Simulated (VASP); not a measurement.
# PbO2 (Fm-3m) in VASP: settings compared

Aim: see how the results for PbO2 move with the level of theory and the settings. Levels: BLYP, PBE, PBE+ULG, PBEsol. Tasks: relaxation of the atoms, single point.

Everything below comes from runs of VASP 6.6.1. Logs are shortened: lines on timing, memory, paths and dates and some standing lists are left out, and cuts for length are marked.

## (1) The structure

Symmetry: Fm-3m, No. 225, cubic system. Conventional cell: a = 5.404 Å, b = 5.404 Å, c = 5.404 Å, α = 90.00°, β = 90.00°, γ = 90.00°. Pb (site symmetry m-3m) has 8 O at 2.34 Å as nearest neighbours. O (site symmetry -43m) is surrounded by 4 Pb at 2.34 Å.

The cell comes from a database or a generator and needn't be the stable form of this composition.

## (2) Relaxation of the atoms, BLYP (atoms moved at random, drawn with an rms of 0.05 Å)

INCAR

```
SYSTEM = PbO2
PREC = Accurate
ENCUT = 520
EDIFF = 1E-7
ISMEAR = -1
SIGMA = 0.1
LREAL = .False.
LASPH = .True.
NELM = 80
ALGO = Fast
ISIF = 2
LWAVE = .False.
LCHARG = .False.
GGA = B5
ALDAX = 1.0
AGGAX = 1.0
AGGAC = 1.0
ALDAC = 0.0
IBRION = 2
NSW = 60
EDIFFG = -0.01
```

KPOINTS

```
regular mesh
0
Gamma
  9 9 9
  0 0 0
```

POSCAR

```
PbO2
1.0
    0.0000000000      2.7019920000      2.7019920000
    2.7019920000      0.0000000000      2.7019920000
    2.7019920000      2.7019920000      0.0000000000
Pb O
1 2
Selective dynamics
Direct
   -0.0066840000      0.0041270000      0.0125820000  F F F
    0.7558630000      0.7639980000      0.7502430000  T T T
    0.2467540000      0.2727630000      0.2346740000  T T T
```

Potentials or basis: VASP PAW PBE potentials, release 64 (Pb_d, O).

Launch:

```sh
> cat potpaw_PBE.64/Pb_d/POTCAR potpaw_PBE.64/O/POTCAR > POTCAR
> mpirun -np 1 vasp_std > vasp.out
```

OUTCAR:

```text
SYSTEM = PbO2
   PREC = Accurate
   ENCUT = 520
   EDIFF = 1E-7
   ISMEAR = -1
   LREAL = .False.
   LASPH = .True.
   NELM = 80
   ISIF = 2
   GGA = B5
   IBRION = 2
   NSW = 60
   EDIFFG = -0.01

 ion  position               nearest neighbor table
   1  0.993  0.004  0.013-   3 2.28   2 2.30   2 2.31   3 2.32   3 2.33   2 2.37   2 2.38   3 2.43

   2  0.756  0.764  0.750-   1 2.30   1 2.31   1 2.37   1 2.38
   3  0.247  0.273  0.235-   1 2.28   1 2.32   1 2.33   1 2.43

  LATTYP: Found a face centered cubic cell.
 ALAT       =     5.4039840000

  Lattice vectors:

 A1 = (   0.0000000000,   2.7019920000,   2.7019920000)
 A2 = (   2.7019920000,   0.0000000000,   2.7019920000)
 A3 = (   2.7019920000,   2.7019920000,   0.0000000000)

Analysis of symmetry for initial positions (statically):
=====================================================================
 Subroutine PRICEL returns:
 Original cell was already a primitive cell.

 Routine SETGRP: Setting up the symmetry group for a
 face centered cubic supercell.

 Subroutine GETGRP returns: Found  1 space group operations
 (whereof  1 operations were pure point group operations)
 out of a pool of 48 trial point group operations.

The static configuration has the point symmetry C_1 .

Analysis of symmetry for dynamics (positions and initial velocities):
=====================================================================
 Subroutine PRICEL returns:
 Original cell was already a primitive cell.

 Routine SETGRP: Setting up the symmetry group for a
 face centered cubic supercell.

 Subroutine GETGRP returns: Found  1 space group operations
 (whereof  1 operations were pure point group operations)
 out of a pool of 48 trial point group operations.

The dynamic configuration has the point symmetry C_1 .

Analysis of constrained symmetry for selective dynamics:
=====================================================================
 Subroutine PRICEL returns:
 Original cell was already a primitive cell.

 Routine SETGRP: Setting up the symmetry group for a
 face centered cubic supercell.

 Subroutine GETGRP returns: Found  1 space group operations
 (whereof  1 operations were pure point group operations)
 out of a pool of 48 trial point group operations.

The constrained configuration has the point symmetry C_1 .

 Subroutine INISYM returns: Found  1 space group operations
 (whereof  1 operations are pure point group operations),
 and found     1 'primitive' translations

----------------------------------------------------------------------------------------

                                     Primitive cell

  volume of cell :      39.4532

  direct lattice vectors                    reciprocal lattice vectors
     0.000000000  2.701992000  2.701992000    -0.185048660  0.185048660  0.185048660
     2.701992000  0.000000000  2.701992000     0.185048660 -0.185048660  0.185048660
     2.701992000  2.701992000  0.000000000     0.185048660  0.185048660 -0.185048660

  length of vectors
     3.821193732  3.821193732  3.821193732     0.320513682  0.320513682  0.320513682

  position of ions in fractional coordinates (direct lattice)
     0.993316000  0.004127000  0.012582000
     0.755863000  0.763998000  0.750243000
     0.246754000  0.272763000  0.234674000

  ion indices of the primitive-cell ions
   primitive index   ion index
                 1           1
                 2           2
                 3           3

----------------------------------------------------------------------------------------

 KPOINTS: regular mesh

Automatic generation of k-mesh.
 Grid dimensions read from file:
 generate k-points for:    9    9    9

 Generating k-lattice:

  Cartesian coordinates                     Fractional coordinates (reciprocal lattice)
    -0.020560962  0.020560962  0.020560962     0.111111111  0.000000000  0.000000000
     0.020560962 -0.020560962  0.020560962     0.000000000  0.111111111  0.000000000
     0.020560962  0.020560962 -0.020560962     0.000000000  0.000000000  0.111111111

  Length of vectors
     0.035612631  0.035612631  0.035612631

  Shift w.r.t. Gamma in fractional coordinates (k-lattice)
     0.000000000  0.000000000  0.000000000

 Subroutine IBZKPT returns following result:
 ===========================================

 Found    365 irreducible k-points:

 Following reciprocal coordinates:
            Coordinates               Weight
  0.000000  0.000000  0.000000      1.000000
  0.111111  0.000000  0.000000      2.000000
  0.000000  0.111111  0.000000      2.000000
  0.000000  0.000000  0.111111      2.000000
  0.111111  0.111111  0.111111      2.000000
  0.222222  0.000000  0.000000      2.000000
[... 16 lines left out ...]
  0.111111  0.000000  0.222222      2.000000
  0.111111  0.111111 -0.111111      2.000000
 [... further k-points ...]
   k-points           NKPTS =    365   k-points in BZ     NKDIM =    365   number of bands    NBANDS=     17
   number of dos      NEDOS =    301   number of ions     NIONS =      3
   total plane-waves  NPLWV =  21952
   dimension x,y,z NGX =    28 NGY =   28 NGZ =   28
   dimension x,y,z NGXF=    56 NGYF=   56 NGZF=   56
   ions per type =               1   2
   NGX,Y,Z   is equivalent  to a cutoff of  12.18, 12.18, 12.18 a.u.
   NGXF,Y,Z  is equivalent  to a cutoff of  24.36, 24.36, 24.36 a.u.
 SYSTEM =  PbO2
   PREC   = accura    normal or accurate (medium, high low for compatibility)
   ISTART =      0    job   : 0-new  1-cont  2-samecut
   ICHARG =      2    charge: 1-file 2-atom 10-const
   ISPIN  =      1    spin polarized calculation?
   LNONCOLLINEAR =      F non collinear calculations
   LSORBIT =      F    spin-orbit coupling
   LASPH  =      T    aspherical Exc in radial PAW
   ENCUT  =  520.0 eV  38.22 Ry    6.18 a.u.   7.10  7.10  7.10*2*pi/ulx,y,z
   NELM   =     80;   NELMIN=  2; NELMDL= -5     # of ELM steps
   EDIFF  = 0.1E-06   stopping-criterion for ELM
   LREAL  =      F    real-space projection
   EDIFFG = -.1E-01   stopping-criterion for IOM
   NSW    =     60    number of steps for IOM
   IBRION =      2    ionic relax: 0-MD 1-quasi-New 2-CG
   NFREE  =      1    steps in history (QN), initial steepest desc. (CG)
   ISIF   =      2    stress and relaxation
   ISYM   =      2    0-nonsym 1-usesym 2-fastsym
   POTIM  = 0.5000    time-step for ionic-motion
   TEBEG  =    0.0;   TEEND  =   0.0 temperature during run
   PSTRESS=    0.0 pullay stress
   NELECT =      26.0000    total number of electrons
   NUPDOWN=      -1.0000    fix difference up-down
   EMIN   =  10.00;   EMAX   =-10.00  energy-range for DOS
   EFERMI =   0.00;   METHOD = LEGACY
   ISMEAR =    -1;   SIGMA  =   0.10  broadening in eV -4-tet -1-fermi 0-gaus
   EFERMI_NEDOS =   21; number of points for ismear=-14 and -15
   IALGO  =     68    algorithm
   IMIX   =      4    mixing-type and parameters
     AMIX     =   0.40;   BMIX     =  1.00
     AMIX_MAG =   1.60;   BMIX_MAG =  1.00
  volume/ion in A,a.u.               =      13.15        88.75
  Fermi-wavevector in a.u.,A,eV,Ry     =   1.424640  2.692180 27.614384  2.029600
  Thomas-Fermi vector in A             =   2.545110
   LORBIT       =      0    0 simple, 1 ext, 2 COOP (PROOUT), +10 PAW based schemes
   GGA     = B5    functional components
   LHFCALC =     F    Hartree Fock is set to
   AEXX    =    0.0000 exact exchange contribution
   IVDW    =     0    specifies the selected vdW correction
   LEPSILON=     F    determine dielectric tensor
   LRPA    =     F    only Hartree local field effects (RPA)
 conjugate gradient relaxation of ions
 non-spin polarized calculation
 RMM-DIIS sequential band-by-band and
  energy-cutoff  :      520.00
  volume of cell :       39.45
 maximum number of plane-waves:      1073
   NGX = 15   NGY = 15   NGZ = 15

--------------------------------------- Ionic step        1  -------------------------------------------

 number of electron      26.0000001 magnetization

 Free energy of the ion-electron system (eV)
  ---------------------------------------------------
  ext. energy  EPLUGINS =         0.00000000
  ---------------------------------------------------
  free energy    TOTEN  =       -14.43776536 eV

  energy without entropy =      -14.42087462  energy(sigma->0) =      -14.42931999

------------------------ aborting loop because EDIFF is reached ----------------------------------------

  FORCE on cell =-STRESS in cart. coord.  units (eV):
  Direction    XX          YY          ZZ          XY          YZ          ZX
  --------------------------------------------------------------------------------------
  -------------------------------------------------------------------------------------
  Total        1.7713694      1.8394071      1.7474238      0.0075311     -0.0184864      0.1352001
  in kB       71.9345548     74.6975343     70.9621324      0.3058364     -0.7507230      5.4904187
  external PRESSURE =      72.5314072 kB  Pullay stress =       0.0000000 kB
[... 207 lines left out ...]
  energy  without entropy=      -14.4492027215  energy(sigma->0) =      -14.45763219

--------------------------------------- Ionic step        7  -------------------------------------------

 number of electron      26.0000003 magnetization

 Free energy of the ion-electron system (eV)
  ---------------------------------------------------
  ext. energy  EPLUGINS =         0.00000000
  ---------------------------------------------------
  free energy    TOTEN  =       -14.46611504 eV

  energy without entropy =      -14.44925627  energy(sigma->0) =      -14.45768565

 E-fermi :   6.0893     XC(G=0): -10.6590

 val. band max:        5.9181940729   @ k =  -0.2222   0.2222  -0.4444
 cond. band min:       6.4884505336   @ k =   0.0000  -0.1111   0.1111
 fundamental gap:      0.5702564607
 Fermi energy:         6.0892959778

 k-point     1 :       0.0000    0.0000    0.0000
  band No.  band energies     occupation
      1     -12.4204      2.00000
      2      -9.6413      2.00000
      3      -9.6408      2.00000
      4      -9.6407      2.00000
      5      -9.6244      2.00000
      6      -9.4029      2.00000
[... 9 lines left out ...]
     16      13.0550      0.00000
     17      13.0552      0.00000
[... 443 lines left out ...]
      1     -12.0811      2.00000
      2     -10.7185      2.00000
      3      -9.5808      2.00000
      4      -9.5733      2.00000
      5      -9.4226      2.00000
      6      -9.3869      2.00000
[... 9 lines left out ...]
     16      14.0416      0.00000
     17      14.1511      0.00000

 [... further k-points ...]

------------------------ aborting loop because EDIFF is reached ----------------------------------------

  FORCE on cell =-STRESS in cart. coord.  units (eV):
  Direction    XX          YY          ZZ          XY          YZ          ZX
  --------------------------------------------------------------------------------------
  -------------------------------------------------------------------------------------
  Total        1.6884134      1.6887025      1.6884943      0.0000520      0.0000413      0.0000237
  in kB       68.5657437     68.5774871     68.5690292      0.0021136      0.0016773      0.0009628
  external PRESSURE =      68.5707533 kB  Pullay stress =       0.0000000 kB
[... 18 lines left out ...]
  FREE ENERGIE OF THE ION-ELECTRON SYSTEM (eV)
  ---------------------------------------------------
  free  energy   TOTEN  =       -14.4661150356 eV

  energy  without entropy=      -14.4492562669  energy(sigma->0) =      -14.45768565

 reached required accuracy - stopping structural energy minimisation
```

Wall time 11 min (1 thread of AMD EPYC 9R45 (Zen 5), shared host); peak memory 0.31 GiB.

Results:

```
Free energy               : -14.4661 eV
Energy gained by relaxing : 9.4 meV/atom
Ionic steps               : 7
Pressure after relaxing   : 6.9 GPa
Band gap on the k mesh    : none (metal or under the smearing width)
```

The path:
| step | energy change (eV) | largest force (eV/Å) | pressure (GPa) |
| --- | --- | --- | --- |
| 1 | 0.0000 | 0.4951 | 7.25 |
| 2 | -0.0135 | 0.3895 | 7.09 |
| 3 | -0.0208 | 0.3092 | 6.98 |
| 4 | -0.0243 | 0.2239 | 6.92 |
| 5 | -0.0283 | 0.0268 | 6.86 |
| 6 | -0.0283 | 0.0250 | 6.86 |
| 7 | -0.0283 | 0.0050 | 6.86 |

Final structure:
```yaml
crystal:
  lattice:
    - [0.00000, 2.70199, 2.70199]
    - [2.70199, 0.00000, 2.70199]
    - [2.70199, 2.70199, 0.00000]
  atoms:
    - { symbol: Pb, position: [0.99332, 0.00413, 0.01258] }
    - { symbol: O, position: [0.74331, 0.75394, 0.76261] }
    - { symbol: O, position: [0.24333, 0.25394, 0.26256] }
```

Levels at points of the mesh, in eV from the Fermi level:
```csv
k point,band 9,band 10,band 11,band 12,band 13,band 14,band 15,band 16,band 17
"(0.00, 0.00, 0.00)",-2.03,-2.03,-2.03,-1.31,-1.31,-1.30,6.97,6.97,6.97
```

Caveat: the PAW data sets were made with another functional, which shifts forces and pressure a little.

## (3) Single point, PBE

INCAR

```
SYSTEM = PbO2
ALGO = Normal
EDIFF = 1E-6
ENCUT = 520
GGA = PE
ISIF = 2
ISMEAR = 0
LASPH = .TRUE.
LCHARG = .TRUE.
LELF = .TRUE.
LREAL = .FALSE.
LVHAR = .TRUE.
LWAVE = .FALSE.
NBANDS = 20
NELM = 60
PREC = Accurate
SIGMA = 0.02
```

KPOINTS

```
k-points
0
G
  9 9 9
  0 0 0
```

POSCAR

```
PbO2
3.8212
    0.000000000000      0.707105621271      0.707105621271
    0.707105621271      0.000000000000      0.707105621271
    0.707105621271      0.707105621271      0.000000000000
Pb O
1 2
Direct
    0.0000000000      0.0000000000      0.0000000000
    0.7500000000      0.7500000000      0.7500000000
    0.2500000000      0.2500000000      0.2500000000
```

Potentials or basis: VASP PAW PBE potentials, release 64 (Pb_d, O).

Launch:

```sh
> cat potpaw_PBE.64/Pb_d/POTCAR potpaw_PBE.64/O/POTCAR > POTCAR
> mpirun -np 1 vasp_std > vasp.out
```

OUTCAR:

```text
SYSTEM = PbO2
   EDIFF = 1E-6
   ENCUT = 520
   GGA = PE
   ISIF = 2
   ISMEAR = 0
   LASPH = .TRUE.
   LREAL = .FALSE.
   NELM = 60
   PREC = Accurate

 ion  position               nearest neighbor table
   1  0.000  0.000  0.000-   2 2.34   3 2.34   2 2.34   2 2.34   2 2.34   3 2.34   3 2.34   3 2.34

   2  0.750  0.750  0.750-   1 2.34   1 2.34   1 2.34   1 2.34
   3  0.250  0.250  0.250-   1 2.34   1 2.34   1 2.34   1 2.34

  LATTYP: Found a face centered cubic cell.
 ALAT       =     5.4039840000

  Lattice vectors:

 A1 = (   0.0000000000,   2.7019920000,   2.7019920000)
 A2 = (   2.7019920000,   0.0000000000,   2.7019920000)
 A3 = (   2.7019920000,   2.7019920000,   0.0000000000)

Analysis of symmetry for initial positions (statically):
=====================================================================
 Subroutine PRICEL returns:
 Original cell was already a primitive cell.

 Routine SETGRP: Setting up the symmetry group for a
 face centered cubic supercell.

 Subroutine GETGRP returns: Found 48 space group operations
 (whereof 48 operations were pure point group operations)
[... 164 lines left out ...]

  energy without entropy =      -15.60998468  energy(sigma->0) =      -15.61017552

 E-fermi :   5.5715     XC(G=0): -11.1442

 val. band max:        5.5379000194   @ k =  -0.3333   0.4444   0.1111
 cond. band min:       5.5756708149   @ k =  -0.3333   0.4444   0.2222
 fundamental gap:      0.0377707954
 Fermi energy:         5.5715333094

 k-point     1 :       0.0000    0.0000    0.0000
  band No.  band energies     occupation
      1     -12.8742      2.00000
      2     -10.0669      2.00000
      3     -10.0493      2.00000
      4     -10.0493      2.00000
      5     -10.0493      2.00000
      6      -9.8169      2.00000
[... 541 lines left out ...]
     19      21.8012      0.00000
     20      22.5640      0.00000

 [... further k-points ...]

------------------------ aborting loop because EDIFF is reached ----------------------------------------

  FORCE on cell =-STRESS in cart. coord.  units (eV):
  Direction    XX          YY          ZZ          XY          YZ          ZX
  --------------------------------------------------------------------------------------
  -------------------------------------------------------------------------------------
  Total        0.1430335      0.1430335      0.1430335      0.0000000      0.0000000      0.0000000
  in kB        5.8085278      5.8085278      5.8085278      0.0000000      0.0000000      0.0000000
  external PRESSURE =       5.8085278 kB  Pullay stress =       0.0000000 kB

 VOLUME and BASIS-vectors are now :
 -----------------------------------------------------------------------------
  energy-cutoff  :      520.00
  volume of cell :       39.45
      direct lattice vectors                 reciprocal lattice vectors
     0.000000000  2.701992000  2.701992000    -0.185048660  0.185048660  0.185048660
     2.701992000  0.000000000  2.701992000     0.185048660 -0.185048660  0.185048660
     2.701992000  2.701992000  0.000000000     0.185048660  0.185048660 -0.185048660

 POSITION                                       TOTAL-FORCE (eV/Angst)
 -----------------------------------------------------------------------------------
      0.00000      0.00000      0.00000         0.000000     -0.000000      0.000000
      4.05299      4.05299      4.05299        -0.000000     -0.000000     -0.000000
      1.35100      1.35100      1.35100         0.000000      0.000000      0.000000
 -----------------------------------------------------------------------------------
    total drift:                                0.000000      0.000000      0.000000

  FREE ENERGIE OF THE ION-ELECTRON SYSTEM (eV)
  ---------------------------------------------------
  free  energy   TOTEN  =       -15.6103663536 eV

  energy  without entropy=      -15.6099846798  energy(sigma->0) =      -15.61017552
```

OSZICAR:

```text
N       E                     dE             d eps       ncg     rms          rms(c)
DAV:   1     0.260065063703E+03    0.26007E+03   -0.13638E+04  1432   0.156E+03
DAV:   2     0.526859764947E+01   -0.25480E+03   -0.24214E+03  1496   0.421E+02
DAV:   3    -0.176702633204E+02   -0.22939E+02   -0.22510E+02  1668   0.130E+02
DAV:   4    -0.183288037397E+02   -0.65854E+00   -0.65754E+00  1572   0.224E+01
DAV:   5    -0.183472363418E+02   -0.18433E-01   -0.18431E-01  1856   0.396E+00    0.956E+00
DAV:   6    -0.156342962686E+02    0.27129E+01   -0.11355E+01  2104   0.411E+01    0.301E+00
DAV:   7    -0.156181222905E+02    0.16174E-01   -0.56806E-01  1556   0.811E+00    0.171E+00
DAV:   8    -0.156206403498E+02   -0.25181E-02   -0.17669E-01  1536   0.408E+00    0.855E-01
DAV:   9    -0.156096355732E+02    0.11005E-01   -0.29847E-02  2016   0.205E+00    0.167E-01
DAV:  10    -0.156103720348E+02   -0.73646E-03   -0.54647E-03  1476   0.506E-01    0.801E-02
DAV:  11    -0.156103658755E+02    0.61593E-05   -0.19407E-04  1664   0.111E-01    0.342E-02
DAV:  12    -0.156103667825E+02   -0.90702E-06   -0.40781E-05  1564   0.481E-02    0.118E-02
DAV:  13    -0.156103663536E+02    0.42888E-06   -0.84705E-06  1588   0.227E-02
   1 F= -.15610366E+02 E0= -.15610176E+02  d E =-.381674E-03
```

stdout:

```text
POSCAR found type information on POSCAR PbO
 POSCAR found :  2 types and       3 ions
 scaLAPACK will be used
 LDA part: xc-table for (Slater+PW92), standard interpolation
 POSCAR, INCAR and KPOINTS ok, starting setup
 FFT: planning ... GRIDC
 FFT: planning ... GRID_SOFT
 FFT: planning ... GRID
 WAVECAR not read
 entering main loop
```

Run time: 48 s. Hardware: 1 thread of AMD EPYC, shared host; peak memory 0.14 GiB.

What came out:

| Quantity | Value |
| --- | --- |
| Free energy | -15.6104 eV |
| Pressure | 0.6 GPa |
| Band gap on the k mesh | none (metal or under the smearing width) |

Levels at points of the mesh, in eV from the Fermi level:
```tsv
k point	band 9	band 10	band 11	band 12	band 13	band 14	band 15	band 16	band 17	band 18
(0.00, 0.00, 0.00)	-1.91	-1.91	-1.91	-1.14	-1.14	-1.14	7.05	7.05	7.05	11.84
```

The run has no spin-orbit coupling, so splittings on Pb are missing.

[end of part 1 of 2]
